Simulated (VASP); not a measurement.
## CdSe (F-43m) under biaxial strain in the (110) plane

Wanted: the response of CdSe to biaxial strain in the (110) plane, as a table, with a fit that predicts a row left out.

Calculated with VASP 6.6.1; LDA; plane waves and PAW (Cd, Se); cell typed or built by script, in the first sound run; inputs show where later runs differ.

This is a report of a sequence of runs, with most program output left out.

### 1. Starting point

The structure is cubic, space group F-43m (No. 216). Conventional cell: a = 6.050 Å, b = 6.050 Å, c = 6.050 Å, α = 90.00°, β = 90.00°, γ = 90.00°. Nearest to Cd lie 4 Se at 2.62 Å. Se has 4 Cd at 2.62 Å nearest. Farther neighbours and most contacts between anions are not listed.

### 2. Relax the crystal, LDA

The series starts from the cell that this level prefers, so that zero strain is near zero stress.

This step took 2 runs in a row; the last is shown.

Level: LDA; plane waves and PAW (Cd, Se); cell typed or built by script.

The input, INCAR:

```
SYSTEM = CdSe
PREC = Accurate
ENCUT = 450
EDIFF = 1E-07
NELM = 120
ISMEAR = 0
SIGMA = 0.02
LREAL = .FALSE.
ALGO = Normal
GGA = CA
NBANDS = 15
LASPH = .TRUE.
LORBIT = 11
LWAVE = .FALSE.
LCHARG = .FALSE.
KPAR = 12
IBRION = 2
NSW = 40
ISIF = 3
EDIFFG = -0.005
POTIM = 0.4
```

The input, POSCAR:

```
CdSe
1.0
    0.0000000000      3.0102352753      3.0102352753
    3.0102352753      0.0000000000      3.0102352753
    3.0102352753      3.0102352753      0.0000000000
Cd Se
1 1
Direct
    0.0000000000      0.0000000000      0.0000000000
    0.2500000000      0.2500000000      0.2500000000
```

The input, KPOINTS:

```
Automatic mesh
0
Gamma
9 9 9
0 0 0
```

PAW data sets: Cd and Se (LDA family, release 64).

On the command line:

```console
$ mpirun -np 12 vasp_std
```

Wall time 2.8 s (12 MPI ranks of Intel Xeon 6975P-C (Granite Rapids), shared host); peak memory 1.9 GiB.

Numbers from this step:

| Item | Value |
| --- | --- |
| energy(sigma→0) of the program | -6.7620 eV |
| stress, compression positive | -0.02 along [110], -0.02 across it (mean), GPa |
| volume | 54.555 Å³ |
| ionic steps | 1 |

### 3. Strain along the normal, LDA

One member in full: the plane is strained by 1.5 %, and the strain along the normal is moved by secant steps until the normal stress is under 0.012 GPa or five steps are spent; the atoms relax at each step.

This step took 3 runs, each at a new trial strain with the atoms of the one before; the last is shown.

Level: LDA; plane waves and PAW (Cd, Se); cell typed or built by script.

INCAR: that of step 2 with these lines changed.

```diff
@@ -15,7 +15,7 @@
 LCHARG = .FALSE.
-KPAR = 12
-IBRION = 2
-NSW = 40
-ISIF = 3
-EDIFFG = -0.005
-POTIM = 0.4
+KPAR = 3
+IBRION = 1
+NSW = 25
+ISIF = 2
+EDIFFG = -0.004
+POTIM = 0.3
```

The input, POSCAR:

```
CdSe
1.0
   -0.0458197400      3.0095690640      3.0553888040
    3.0095690640     -0.0458197400      3.0553888040
    2.9637493240      2.9637493240      0.0000000000
Cd Se
1 1
Direct
    0.9966833740      0.9966833740      0.0033166260
    0.2533166260      0.2533166260      0.2466833740
```

KPOINTS is that of step 2.

On the command line:

```console
$ mpirun -np 3 vasp_std
```

The job ended after 20 s (3 MPI ranks; peak memory 0.61 GiB; 51 s of CPU time).

Read from the output:

```
energy(sigma→0) of the program : -6.7562 eV
stress, compression positive   : 0.00 along [110], -1.27 across it (mean), GPa
ionic steps                    : 3
```

### 4. Band edges, TB-mBJ with spin-orbit coupling

Short lines in KPOINTS_OPT sample the zone centre along and across the normal of the plane, for masses, and the other valleys.

Level: TB-mBJ, spin-orbit coupling; plane waves and PAW (Cd, Se); cell typed or built by script.

TB-mBJ has no energy functional, so the total energy, stress and pressure in this output mean nothing.

The input, INCAR:

```
SYSTEM = CdSe
PREC = Accurate
ENCUT = 450
EDIFF = 1E-06
NELM = 150
ISMEAR = 0
SIGMA = 0.02
LREAL = .FALSE.
ALGO = Normal
METAGGA = MBJ
LASPH = .TRUE.
LNONCOLLINEAR = .TRUE.
MAGMOM = 0 0 0 0 0 0
NBANDS = 28
GGA_COMPAT = .FALSE.
LSORBIT = .TRUE.
LWAVE = .FALSE.
LCHARG = .FALSE.
KPAR = 3
```

The input, POSCAR:

```
CdSe
1.0
   -0.0458197400      3.0095690640      3.0553888040
    3.0095690640     -0.0458197400      3.0553888040
    2.9637493240      2.9637493240      0.0000000000
Cd Se
1 1
Direct
    0.9968365256      0.9968365256      0.0031634744
    0.2531634744      0.2531634744      0.2468365256
```

The input, KPOINTS:

```
Automatic mesh
0
Gamma
7 7 7
0 0 0
```

The input, KPOINTS_OPT:

```
Line mode
6
Line-mode
Reciprocal
  0.00000000   0.00000000   0.00000000
  0.01667695   0.01667695   0.03335390

  0.00000000   0.00000000   0.00000000
 -0.01719260   0.01719260   0.00000000

  0.31000000   0.31000000   0.00000000
  0.50000000   0.50000000   0.00000000

  0.00000000   0.31000000   0.31000000
  0.00000000   0.50000000   0.50000000

  0.45000000   0.45000000   0.45000000
  0.50000000   0.50000000   0.50000000

  0.45000000   0.00000000   0.00000000
  0.50000000   0.00000000   0.00000000

  0.42500000   0.42500000   0.00000000
  0.42463538   0.44894939   0.02358477

  0.50000000   0.50000000   0.50000000
  0.48280740   0.51719260   0.50000000
```

On the command line:

```console
$ mpirun -np 3 vasp_ncl
```

It took 6.4 min on 3 MPI ranks; peak memory 1.7 GiB; 17 min of CPU time.

### 5. Band edges, r2SCAN with spin-orbit coupling

Level: r2SCAN, spin-orbit coupling; plane waves and PAW (Cd, Se); cell typed or built by script.

INCAR: that of step 4 with these lines changed.

```diff
@@ -4,3 +4,3 @@
 EDIFF = 1E-06
-NELM = 150
+NELM = 100
 ISMEAR = 0
@@ -9,3 +9,3 @@
 ALGO = Normal
-METAGGA = MBJ
+METAGGA = R2SCAN
 LASPH = .TRUE.
```

POSCAR is that of step 4.

KPOINTS is that of step 4.

KPOINTS_OPT is that of step 4.

On the command line:

```console
$ mpirun -np 3 vasp_ncl
```

It took 5.6 min on 3 MPI ranks; peak memory 1.6 GiB.

This run gave:

```
energy(sigma→0) of the program : -520.8917 eV
stress, compression positive   : 3.16 along [110], 1.93 across it (mean), GPa
```

The run ends at a pressure of 2.34 GPa, with forces up to 0.022 eV/Å.

### 6. All members

Runs beyond LDA use the data sets made with LDA; this shifts their levels slightly, and their total energies have another zero (at TB-mBJ, which has no energy functional, they mean nothing).

The other members went through these steps as far as the tables show, with the same cutoff and, step by step, the same mesh; 45 runs are not shown, of which 1 ended short or failed. The session took 8.0 core hours (wall time by ranks) on a shared machine.

```
in-plane strain (%)  strain along the normal (%)  mean of the two in-plane stresses, tension positive (GPa)  energy above the unstrained row (meV/atom)  gap on the mesh, LDA (eV)
             -2.000                        2.156                                                     -1.610                                       5.967                      0.379
             -1.500                        1.599                                                     -1.212                                       3.443                      0.393
             -1.000                        1.051                                                     -0.811                                       1.604                      0.406
             -0.500                        0.518                                                     -0.397                                       0.452                      0.416
                  0                       -0.015                                                      0.012                                       0.000                      0.425
              0.500                       -0.550                                                      0.417                                       0.263                      0.385
              1.000                       -1.049                                                      0.844                                       1.227                      0.345
              1.500                       -1.544                                                      1.267                                       2.904                      0.303
              2.000                       -2.028                                                      1.690                                       5.309                      0.260
```

Slopes at zero strain, from cubics through all rows: strain ratio -1.055, stress over strain 83 GPa.

Band edges at TB-mBJ with spin-orbit coupling, counted from the valence-band top at Γ, spin-orbit pairs averaged, with one row partly withheld:

```
in-plane strain (%)  gap (eV)  conduction band at Γ (eV)  Δ or X valley along z (eV)  Δ or X valley along x (eV)  lowest conduction level at L, [111] (eV)  lowest conduction level at L, [-111] (eV)  second valence level below the top (eV)  third valence level below the top (eV)
             -2.000     1.867                      1.868                       3.700                       3.904                                     3.534                                      3.267                                    0.099                                   0.415
             -1.500         ?                          ?                       3.792                       3.925                                     3.510                                      3.314                                    0.077                                   0.391
             -0.500     1.899                      1.899                       3.939                       3.966                                     3.466                                      3.404                                    0.028                                   0.352
                  0     1.905                      1.906                       3.986                       3.986                                     3.444                                      3.445                                    0.000                                   0.337
              0.500     1.879                      1.879                       3.981                       3.974                                     3.393                                      3.454                                    0.031                                   0.354
              1.000     1.850                      1.850                       3.958                       3.960                                     3.342                                      3.457                                    0.063                                   0.375
              1.500     1.816                      1.816                       3.922                       3.945                                     3.290                                      3.456                                    0.097                                   0.399
              2.000     1.779                      1.779                       3.876                       3.927                                     3.237                                      3.451                                    0.133                                   0.427
```

Conduction masses, in electron masses:

```
in-plane strain (%)  conduction mass at Γ, along the strain axis or the normal of the plane  conduction mass at Γ, across the strain axis or in the plane
             -2.000                                                                   0.160                                                         0.179
             -1.500                                                                   0.162                                                         0.176
             -0.500                                                                   0.167                                                         0.172
                  0                                                                   0.169                                                         0.169
              0.500                                                                   0.171                                                         0.167
              1.000                                                                   0.174                                                         0.164
              1.500                                                                   0.176                                                         0.162
              2.000                                                                   0.177                                                         0.160
```

Band edges at r2SCAN with spin-orbit coupling, counted from the valence-band top at Γ, spin-orbit pairs averaged:

```
in-plane strain (%)  gap (eV)  conduction band at Γ (eV)  Δ or X valley along z (eV)  Δ or X valley along x (eV)  lowest conduction level at L, [111] (eV)  lowest conduction level at L, [-111] (eV)  second valence level below the top (eV)  third valence level below the top (eV)
             -2.000     1.002                      1.003                       3.004                       3.216                                     2.904                                      2.598                                    0.105                                   0.440
             -1.500     1.014                      1.014                       3.098                       3.235                                     2.874                                      2.650                                    0.082                                   0.415
             -1.000     1.023                      1.023                       3.179                       3.253                                     2.845                                      2.699                                    0.057                                   0.393
             -0.500     1.030                      1.030                       3.243                       3.271                                     2.817                                      2.746                                    0.030                                   0.374
                  0     1.036                      1.036                       3.289                       3.289                                     2.790                                      2.791                                    0.000                                   0.357
              0.500     1.008                      1.008                       3.284                       3.274                                     2.732                                      2.802                                    0.033                                   0.376
              1.000     0.976                      0.976                       3.262                       3.258                                     2.675                                      2.807                                    0.067                                   0.398
              1.500     0.940                      0.940                       3.226                       3.240                                     2.618                                      2.808                                    0.104                                   0.424
              2.000     0.901                      0.901                       3.180                       3.220                                     2.559                                      2.804                                    0.142                                   0.453
```

Conduction masses, in electron masses:

```
in-plane strain (%)  conduction mass at Γ, along the strain axis or the normal of the plane  conduction mass at Γ, across the strain axis or in the plane
             -2.000                                                                   0.095                                                         0.101
             -1.500                                                                   0.096                                                         0.100
             -1.000                                                                   0.096                                                         0.099
             -0.500                                                                   0.096                                                         0.098
                  0                                                                   0.096                                                         0.096
              0.500                                                                   0.096                                                         0.095
              1.000                                                                   0.096                                                         0.093
              1.500                                                                   0.095                                                         0.092
              2.000                                                                   0.094                                                         0.091
```

### 7. Working out the slope

The quantity to fit is the conduction level at Γ above the mean of the three top valence levels at TB-mBJ with spin-orbit coupling: 2.039, 2.026, 2.018, 2.008, 1.996, 1.982, 1.966 eV in the rows shown.

Fitting a parabola to the 7 known rows (e: strain in %) gives E = − 0.003921 e² − 0.01830 e + 2.018 in eV; the residuals are 1.8e-4 eV r.m.s.

At e = -1.5 this predicts 2.0366 eV.

### 8. Prediction against calculation

The calculation gives 2.0361 eV, so the prediction is 0.0005 eV too high, more than twice the residual of the fit.

### 9. What came out

```yaml
ratio_of_normal_to_in_plane_strain: -1.055
biaxial_modulus: 83 GPa
gap_of_the_unstrained_cell_tb_mbj_with_spin_orbit_coupling: 1.91 eV
gap_of_the_unstrained_cell_r2scan_with_spin_orbit_coupling: 1.04 eV
slope_at_zero_strain_of_the_conduction_level_at_gamma_above_the_mean_of_the_three_top_valence_levels_tb_mbj_with_spin_orbit_coupling: -18 meV per %
error_of_the_predicted_row: 0.5 meV
```

In words: As a check, the curvature of the energy gives 83 GPa for the same modulus (energy per volume = M × strain²), 0 % from the slope of the stress. At TB-mBJ with spin-orbit coupling the lowest conduction valley is Γ throughout, and the gap runs between 1.78 and 1.91 eV. At r2SCAN with spin-orbit coupling the lowest conduction valley is Γ throughout, and the gap runs between 0.90 and 1.04 eV. Hole masses are left out throughout, since the top bands are degenerate or cross in many series; of conduction masses, those of the Γ, L and (for Si and Ge under (001) strain) Δ valleys are kept where they change by under an eighth between rows. TB-mBJ is a potential fitted for gaps; it has no energy functional, so its total energies and forces mean nothing, and its bands tend to come out too narrow. r2SCAN opens gaps somewhat over GGA but leaves them below measured values as a rule. Δ or X levels are the lowest on their line, refined by a parabola unless they lie at X; the gap is read from all points sampled and can differ from the lowest valley by some meV, or by tens of meV where strain moves the valence top off Γ. Temperature, zero-point motion and excitons are left out.

[Lines on the potential files, build, host, timing and source positions are cut from VASP's logs without a mark.]

[Logs are printed without paths, hosts, clocks, repeated set-up lines and the standing remarks that a program may print on its own settings, such as how far it seeks lower states.]

[Hosts, paths, dates, database ids (printed as entryN), source tags and the programs' standing remarks are cut or masked in the printed files.]

[In band tables of VASP the shares of atoms and orbitals are scaled to a sum of 1 inside the atoms' spheres.]
